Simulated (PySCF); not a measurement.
An unknown is described by computed data only.

Formula: C3H4N2.

* Rotational structure: rotational constants A, B, C: 9.757, 9.560, 4.829 GHz [PBE0-D3(BJ)/def2-TZVP]
* Dipole: 2.33 D [CAM-B3LYP/aug-cc-pVTZ]
* NMR, other nuclei: isotropic shieldings of nuclei other than C and H, by class: -73 (1 N), 43 (1 N) ppm [GIAO B97-2/pcSseg-2]
* 1H NMR: chemical shifts (computed TMS as zero) by class: 9.64 (1 H), 7.77 (1 H), 7.56 (1 H), 6.53 (1 H) ppm [GIAO B97-2/pcSseg-2]
* UV, first state: lowest singlet excitation: 6.25 eV (199 nm, f = 0.008) [TDDFT CAM-B3LYP/aug-cc-pVTZ]
* 13C NMR: chemical shifts (computed TMS as zero) by class: 145.7 (1 C), 130.6 (1 C), 110.6 (1 C) ppm [GIAO B97-2/pcSseg-2]
* UV, strongest line: among the 10 lowest singlet transitions: S3 at 6.76 eV (183 nm, f = 0.093) [TDDFT CAM-B3LYP/aug-cc-pVTZ]
* Triplet: lowest triplet excitation (Tamm–Dancoff): 4.70 eV [TDA CAM-B3LYP/aug-cc-pVTZ]
* Polarisability: 48.2 au [CAM-B3LYP/aug-cc-pVTZ]

The electronic properties come from PySCF, for the isolated species, density fitting. Levels stand in brackets. Isolated species at its PBE0-D3(BJ)/def2-TZVP geometry, gas phase. NMR values are class means; diastereotopic atoms form classes of their own.

Q: Propose a structure and show how it fits.

A: Numbering: `[cH:1]1[cH:2][n:3][nH:4][cH:5]1`. Its formula, C3H4N2, gives 3 degrees of unsaturation: 1 ring and 2 π bonds in the structure found (Kekulé form). 3 carbons fall into 3 classes; from least to most shielded: aromatic CH next to a ring nitrogen [C2] (145.7 ppm), aromatic CH next to a ring nitrogen [C5] (130.6 ppm), aromatic CH carbon [C1] (110.6 ppm). Hydrogen classes from least to most shielded: 1 H on a pyrrole-type nitrogen, N4 (9.64 ppm), 1 H on an aromatic CH next to a ring nitrogen, C2 (7.77 ppm), 1 H on an aromatic CH next to a ring nitrogen, C5 (7.56 ppm), 1 H on an aromatic CH carbon, C1 (6.53 ppm). The other shieldings belong to: -73 ppm, pyridine-type nitrogen [N3]; 43 ppm, pyrrole-type nitrogen [N4]. The optimised geometry has point group Cs and is an asymmetric top. Structure: `c1ccn[nH]1`. Computed isomers that give other values at the same levels: `c1c[nH]cn1` (13C chemical shifts (computed TMS as zero) by class: 138.5 (1 C), 137.1 (1 C), 118.4 (1 C) ppm); `N#C/C=C\N` (13C chemical shifts (computed TMS as zero) by class: 154.4 (1 C), 122.3 (1 C), 68.1 (1 C) ppm). The assignments are read from this structure; whether some other isomer fits the data as well wasn't checked.
